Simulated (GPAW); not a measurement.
PbSe, 2 atoms in the cell. The structure is cubic, space group Pm-3m (No. 221). Conventional cell: a = 3.784 Å, b = 3.784 Å, c = 3.784 Å, α = 90.00°, β = 90.00°, γ = 90.00°. Pb (site symmetry m-3m) is surrounded by 8 Se at 3.28 Å. Se (site symmetry m-3m) has 8 Pb at 3.28 Å as nearest neighbours. Measurements of this composition are mostly on another form, of space group No. 225.

```yaml
Program: GPAW 26.7.0
Task: single point
Functional: PBE
Potentials_or_basis: GPAW PAW data sets (gpaw-data 1.2.1)
Cutoff: 600 eV
Basis: pw
k_mesh: 7 × 7 × 7
Occupations: fermi-dirac, width 0.05 eV
Spin: no spin polarisation
Maxiter: 150
```

Potentials or basis: GPAW PAW data sets (gpaw-data 1.2.1), pw.

The run is started by

```sh
$ OMP_NUM_THREADS=1 python run.py
```

Hardware: 1 thread of INTEL(R) XEON(R) PLATINUM 8581C CPU @ 2.10GHz (Emerald Rapids), on a shared host.

Q: Estimate the wall time of this run.

A: Wall time 9.6 s on 1 thread of INTEL(R) XEON(R) PLATINUM 8581C CPU @ 2.10GHz (Emerald Rapids), with other jobs on the host, peak memory 0.16 GiB. Counts: scf iterations 10, plane waves 1839, bands 19, k points 20.
